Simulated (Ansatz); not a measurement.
Wires are cut from relaxed bulk Sn (Fd-3m, 36.84 Å³/atom, gap on the mesh 0.00 eV); atoms and period are relaxed, and energies count from that bulk. Caps count from half an H2 molecule.

Method: DFT PBE, scalar-relativistic, plane waves, PAW in Ansatz 0.2.0.

Plane waves to 420 eV, a k mesh through Γ of 1×1×12 on the computed 20-atom cell and Gaussian smearing (0.05 eV); no spin polarisation.

Start ([110] wire, 10 host atoms a period with H caps):

```
CELL_PARAMETERS angstrom
18.90000 0.00000 0.00000
0.00000 19.60000 0.00000
0.00000 0.00000 4.70555
ATOMIC_POSITIONS crystal
Sn 0.56224 0.45756 0.00000
Sn 0.68673 0.54244 0.00000
Sn 0.43776 0.62732 0.50000
Sn 0.43776 0.28780 0.50000
Sn 0.56224 0.71220 0.50000
Sn 0.56224 0.37268 0.50000
Sn 0.68673 0.62732 0.50000
Sn 0.31327 0.37268 0.50000
Sn 0.31327 0.45756 0.00000
Sn 0.43776 0.54244 0.00000
H 0.76103 0.49177 0.00000
H 0.36345 0.67799 0.50000
H 0.43776 0.23713 0.79845
H 0.43776 0.23713 0.20155
H 0.56224 0.76287 0.20155
H 0.56224 0.76287 0.79845
H 0.63655 0.32201 0.50000
H 0.76103 0.67799 0.50000
H 0.23897 0.32201 0.50000
H 0.23897 0.50823 0.00000
```

Task: Give the relaxed structure and its energy.

Result: The free energy falls by 5 meV/atom.

```
excess energy (eV per host atom)                      : 0.441
line energy (eV/Å)                                    : 0.929
period (Å)                                            : 4.748
gap on the mesh (eV)                                  : 1.33
highest filled level or Fermi level under vacuum (eV) : 5.13
```

Relaxed structure:
```
Sn H
1.0
    18.90000    0.00000    0.00000
     0.00000   19.60000    0.00000
     0.00000    0.00000    4.74793
Sn H
10 10
Direct
  0.56174 0.45815 0.00000
  0.68339 0.54397 0.00000
  0.44050 0.62377 0.50000
  0.43778 0.29160 0.50000
  0.56222 0.70840 0.50000
  0.55950 0.37623 0.50000
  0.68412 0.62473 0.50000
  0.31588 0.37527 0.50000
  0.31661 0.45603 0.00000
  0.43826 0.54185 0.00000
  0.75826 0.49227 0.00000
  0.36522 0.67505 0.50000
  0.43811 0.23902 0.79257
  0.43811 0.23902 0.20743
  0.56189 0.76098 0.20743
  0.56189 0.76098 0.79257
  0.63478 0.32495 0.50000
  0.75932 0.67603 0.50000
  0.24068 0.32397 0.50000
  0.24174 0.50773 0.00000
```

Each run keeps its start's symmetry and one magnetic start, so lower states can exist.

Time: 2.8 min on 4 threads of Intel(R) Xeon(R) Platinum 8375C CPU @ 2.90GHz (Ice Lake), with other jobs on the host, peak memory 4.3 GiB.